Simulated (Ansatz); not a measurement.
The structure comes from a relaxation in the same program, started in the CdI2 type, and has space group P-3m1. Whether it is a known phase or the ground state wasn't checked.

Te$_{2}$Mo: DFT, PBE, all-electron LAPW, scalar-relativistic (Ansatz 0.2.0).

Command: `ansatz run input.yaml --threads 1 --pin off --max-ram 3072MiB --backend cpu --events-out ev --progress --plain --runs-dir out` The run took 100 s on 1 thread of Intel(R) Xeon(R) Platinum 8488C (Sapphire Rapids), on a shared host.

```yaml
crystal:
  lattice:
    - [3.509081579, 0.0, 0.0]
    - [-1.7545407895, 3.0389537914, 0.0]
    - [0.0, 0.0, 7.9013555158]
  atoms:
    - { symbol: Mo, position: [0.0, 0.0, 0.0] }
    - { symbol: Te, position: [0.3333333333, 0.6666666667, 0.235388426] }
    - { symbol: Te, position: [0.6666666667, 0.3333333333, 0.764611574] }
kpoints:
  mp_grid: { grid: [12, 12, 7] }
  band_path:
    path:
      - [0.0, 0.0, 0.0]
      - [0.5, 0.0, 0.0]
      - [0.3333333333, 0.3333333333, 0.0]
      - [0.0, 0.0, 0.0]
      - [0.0, 0.0, 0.5]
      - [0.5, 0.0, 0.5]
      - [0.3333333333, 0.3333333333, 0.5]
      - [0.0, 0.0, 0.5]
      - [0.5, 0.0, 0.5]
    npoints: 14
scf:
  occupations: { method: fermi_dirac, width: 0.05 }
hamiltonian:
  xc: pbe
  pseudopotentials: { kind: all_electron, lapw: { basis_error: 0.001 } }
output:
  forces: true
  stress: true
  eigenvalues: true
  populations: true
  dos: { projected: true, de: 0.2, e_range: [-14, 8] }
```

Output:

```
Mo: projections on atomic orbitals take those of the free atom 1s2 2s2 2p6 3s2 3p6 3d10 4s2 4p6 4d5 5s1, of charge +0.00 (hamiltonian.pseudopotentials.projection_atoms)
Te: projections on atomic orbitals take those of the free atom 1s2 2s2 2p6 3s2 3p6 3d10 4s2 4p6 4d10 5s2 5p4, of charge +0.00 (hamiltonian.pseudopotentials.projection_atoms)
LAPW: plane waves up to 8.155 Å⁻¹, error target 1.0e-3 eV per atom; small_component_spin mean_spin; Mo in spheres of 1.360 Å, 30 of its electrons in bands, Dirac shells []; Te in spheres of 1.391 Å, 24 of its electrons in bands, Dirac shells []
Engine: ansatz 0.2.0
Pseudopotentials: kind: all_electron
Pseudopotential: Mo, LAPW, valence charge 30, Koelling and Harmon's equation, gaussian nucleus
Pseudopotential: Te, LAPW, valence charge 24, Koelling and Harmon's equation, gaussian nucleus
Functional definition: PBE
  parameter kappa = 0.804
  parameter beta = 0.06672455060314922
  exchange = pbe_x(kappa = kappa, mu = beta*pi^2/3)
  correlation = pbe_c(beta = beta)
Crystal: 3 atoms, lattice volume = 84.260 Å³
Basis set: ecut = 253.38249525489542 eV, 771 PW (Γ), exchange–correlation at level 2
Bands: 47, of which v1, the nominal top of the filled ones, is band 39 counted from 1 (38 counted from 0)
Symmetry: 12 space group operations
Space group: P-3m1 (ITA 164), of the structure as read, at distance tolerance 4.4e-5 Å
k-points: 112 of 1008
Non-local potential: Mo, projectors of the file, none
Non-local potential: Te, projectors of the file, none
Initial density: superposition of atomic densities (chi_scale 0.1, normalization cell, long waves kept (reshape's long-wave potential 0.05 eV rms))
Initial wavefunctions: plane waves of lowest kinetic energy (no species holds an atomic orbital)
Functional: x = pbe(κ = 0.804, μ = 0.2195149727645171), c = pbe(β = 0.06672455060314922)
iter 1 solved again at ethr=1.29e-3 eV; its pass at ethr=1.00e-1 eV (dr2=1.00e0 eV) is discarded
SCF iter   1: F=—  HF=-479947.518188 eV  |F-HF|=—  |Δ(HF+E_count)|=         —  Δρ=3.06e-2  dr2=1.01e0  ethr=1.29e-3  ⟨swp⟩=2.0  Hψ=34101  notcnv=0
preconditioner: auto → LDOS  [metal: Δε(μ)=0.024 eV  Ē_g=9.124 eV  σ=0.050 eV  W_gap=0.12  n_scr=36 (ndim 8)  ℏωp=17.2 eV  f_vac=0.180  D(μ)=1.09/eV (n_scr^D=2)  β→1.0]
SCF iter   2: F=—  HF=-479947.260911 eV  |F-HF|=—  |Δ(HF+E_count)|=   2.57e-1  Δρ=2.09e-2  dr2=6.17e-1  ethr=1.29e-3  ⟨swp⟩=3.0  Hψ=17833  notcnv=0
iter 3 solved again at ethr=6.57e-5 eV; its pass at ethr=7.91e-4 eV (dr2=5.12e-2 eV) is discarded
SCF iter   3: F=—  HF=-479946.891365 eV  |F-HF|=—  |Δ(HF+E_count)|=   3.70e-1  Δρ=5.73e-3  dr2=5.14e-2  ethr=6.57e-5  ⟨swp⟩=2.0  Hψ=27254  notcnv=0
SCF iter   4: F=—  HF=-479946.875275 eV  |F-HF|=—  |Δ(HF+E_count)|=         —  Δρ=1.22e-3  dr2=1.63e-3  ethr=6.57e-5  ⟨swp⟩=2.0  Hψ=15624  notcnv=0
the basis was enlarged: its passes take 375.0 KiB over the memory plan, 1 of 1 planned eigensolver slots
SCF iter   5: F=—  HF=-479946.874233 eV  |F-HF|=—  |Δ(HF+E_count)|=   1.04e-3  Δρ=2.83e-4  dr2=1.59e-4  ethr=2.09e-6  ⟨swp⟩=2.6  Hψ=15739  notcnv=0
SCF iter   6: F=—  HF=-479946.874224 eV  |F-HF|=—  |Δ(HF+E_count)|=   9.06e-6  Δρ=5.77e-5  dr2=8.44e-6  ethr=2.04e-7  ⟨swp⟩=2.0  Hψ=15625  notcnv=0
SCF iter   7: F=—  HF=-479946.874224 eV  |F-HF|=—  |Δ(HF+E_count)|=   2.27e-7  Δρ=1.73e-5  dr2=3.17e-7  ethr=1.08e-8  ⟨swp⟩=2.0  Hψ=15624  notcnv=0
SCF iter   8: F=-479946.874224 eV  HF=-479946.874224 eV  |F-HF|=5.53e-9  |Δ(HF+E_count)|=   3.21e-8  Δρ=5.27e-6  dr2=1.80e-8  ethr=4.07e-10  ⟨swp⟩=3.0  Hψ=15899  notcnv=0
SCF 1 converged in 8 iterations: F = -479946.874224 eV  dr2 = 1.80e-8
NSCF: frozen V_eff on 113 k-points
SCF converged after 8 iterations
Free energy (F): -479946.874224 eV
Harris-Foulkes:  -479946.874224 eV  (|F-HF|=5.53e-9)
Internal energy: -479946.864994 eV  (E = F + TS)
E sigma→0 (E₀):  -479946.869609 eV
Entropy (-TS):   -0.009230 eV (-3.077 meV/atom)
Fermi energy:    13.124586 eV
--- Per-component energies (eV) ---
  E_band       = -6538.915720
  E_kinetic    = 504687.163368
  E_xc         = -12954.286764
  E_electrostatic = -971679.741598  (all electrons and nuclei)
  E_smearing   = -0.009230  (= −TS)
  E_closure    = 0.000000  (closes the sum)
  E_atoms      = -479929.394800  (free atoms, spherical and without spin; not in F)
  Σ components = -479946.874224   (vs F -479946.874224, Δ=0.00e0)
  Basis errors (estimates in eV, not in F): energy 4.1e-4 per atom: plane waves 3.7e-4 (2.0e-4 summed), levels above the bands 2.4e-59, relativity 8.2e-8, radial functions 3.8e-5, core shells 1.8e-7; eigenvalues (radial functions only) 1.1e-6; not estimated: angular momenta, meshes, grids; target (lapw.basis_error) 1.0e-3; muffin-tin radii Mo 1.360 Å, Te 1.391 Å
--- Forces (eV/Å), atoms counted from 1 ---
  atom   1  Mo    -0.00000000     0.00000000     0.00000000
  atom   2  Te    -0.00000000     0.00000000     0.00105902
  atom   3  Te     0.00000000    -0.00000000    -0.00105902
  max |Σ_I F_I| component: 2.63e-31 eV/Å
--- Stress (GPa, compression-positive) ---
        0.028838      -0.000000       0.000000
       -0.000000       0.028838       0.000000
        0.000000       0.000000       0.013081
  P = ⅓ Tr σ = 0.0236 GPa (0.236 kbar)
--- Band table (eV; the first three rows and the last of 112) ---
  k-point 0: bands = ["-363.0928", "-363.0826", "-363.0826", "-204.9690", "-204.9686", "-204.9686", "-204.9513", "-204.9513", "-146.6631", "-146.6631", "-96.7287", "-96.7287", "-96.7287", "-96.7287", "-96.6539", "-96.6539", "-48.2199", "-24.0970", "-24.0970", "-24.0891", "-24.0891", "-24.0292", "-24.0292", "-24.0235", "-24.0235", "-24.0051", "-24.0038", "-22.3255", "-22.2477", "-22.2477", "-0.1448", "0.7197", "7.2966", "10.6959", "10.6959", "11.0474", "11.5897", "12.3741", "12.3741", "14.5363", "14.5363", "16.6220", "16.6220", "17.4536", "19.1827", "21.5025", "21.6432"]
  k-point 1: bands = ["-363.0928", "-363.0826", "-363.0826", "-204.9690", "-204.9686", "-204.9686", "-204.9513", "-204.9513", "-146.6631", "-146.6631", "-96.7287", "-96.7287", "-96.7287", "-96.7287", "-96.6539", "-96.6539", "-48.2199", "-24.0970", "-24.0970", "-24.0891", "-24.0891", "-24.0292", "-24.0292", "-24.0235", "-24.0235", "-24.0051", "-24.0038", "-22.3255", "-22.2477", "-22.2477", "-0.1319", "0.6994", "7.3715", "10.6965", "10.6965", "10.7259", "11.8005", "12.3740", "12.3740", "14.5291", "14.5291", "16.6347", "16.6347", "17.6510", "19.2105", "21.4072", "21.6488"]
  k-point 2: bands = ["-363.0928", "-363.0826", "-363.0826", "-204.9690", "-204.9686", "-204.9686", "-204.9513", "-204.9513", "-146.6631", "-146.6631", "-96.7287", "-96.7287", "-96.7287", "-96.7287", "-96.6539", "-96.6539", "-48.2199", "-24.0970", "-24.0970", "-24.0891", "-24.0891", "-24.0292", "-24.0292", "-24.0235", "-24.0235", "-24.0050", "-24.0039", "-22.3255", "-22.2477", "-22.2477", "-0.1007", "0.6517", "7.5625", "10.2284", "10.6978", "10.6978", "12.0292", "12.3738", "12.3738", "14.5132", "14.5132", "16.6633", "16.6633", "18.1508", "19.3241", "21.1408", "21.6606"]
  k-point 111: bands = ["-363.0928", "-363.0826", "-363.0826", "-204.9690", "-204.9686", "-204.9686", "-204.9513", "-204.9513", "-146.6631", "-146.6631", "-96.7288", "-96.7288", "-96.7288", "-96.7288", "-96.6538", "-96.6538", "-48.2093", "-24.0977", "-24.0779", "-24.0779", "-24.0771", "-24.0403", "-24.0392", "-24.0392", "-24.0272", "-23.9933", "-23.9933", "-22.3387", "-22.3387", "-22.2578", "2.3234", "2.3234", "8.1378", "8.2989", "8.2989", "9.3697", "10.0519", "10.0519", "13.1876", "13.1876", "13.7361", "15.7013", "15.7013", "17.9768", "18.8948", "18.8948", "19.0523"]
--- Löwdin populations: 3 sites ---
  site symbol       q [e]
     0     Mo     41.9883
     1     Te     51.9131
     2     Te     51.9131
  spilling = 0.001271 (of n_electrons = 146.000000)
```

populations.tsv:

```
# site	symbol	l	j	q
# orbitals = lowdin
# n_electrons = 146.000000
# spilling = 0.001271
# projection_atom_Mo: 1s2 2s2 2p6 3s2 3p6 3d10 4s2 4p6 4d5 5s1
# projection_atom_Te: 1s2 2s2 2p6 3s2 3p6 3d10 4s2 4p6 4d10 5s2 5p4
0	Mo	0_1S	-	1.999998
0	Mo	0_2S	-	1.999926
0	Mo	0_3S	-	1.998686
0	Mo	0_4S	-	1.973125
0	Mo	0_5S	-	0.554852
0	Mo	1_2P	-	6.000000
0	Mo	1_3P	-	5.999986
0	Mo	1_4P	-	5.997061
0	Mo	2_3D	-	9.999985
0	Mo	2_4D	-	5.464719
1	Te	0_1S	-	1.999999
1	Te	0_2S	-	1.999964
1	Te	0_3S	-	1.999468
1	Te	0_4S	-	1.993319
1	Te	0_5S	-	1.825736
1	Te	1_2P	-	6.000000
1	Te	1_3P	-	5.999975
1	Te	1_4P	-	5.997631
1	Te	1_5P	-	4.098703
1	Te	2_3D	-	9.999999
1	Te	2_4D	-	9.998280
2	Te	0_1S	-	1.999999
2	Te	0_2S	-	1.999964
2	Te	0_3S	-	1.999468
2	Te	0_4S	-	1.993319
2	Te	0_5S	-	1.825736
2	Te	1_2P	-	6.000000
2	Te	1_3P	-	5.999975
2	Te	1_4P	-	5.997631
2	Te	1_5P	-	4.098703
2	Te	2_3D	-	9.999999
2	Te	2_4D	-	9.998280
```
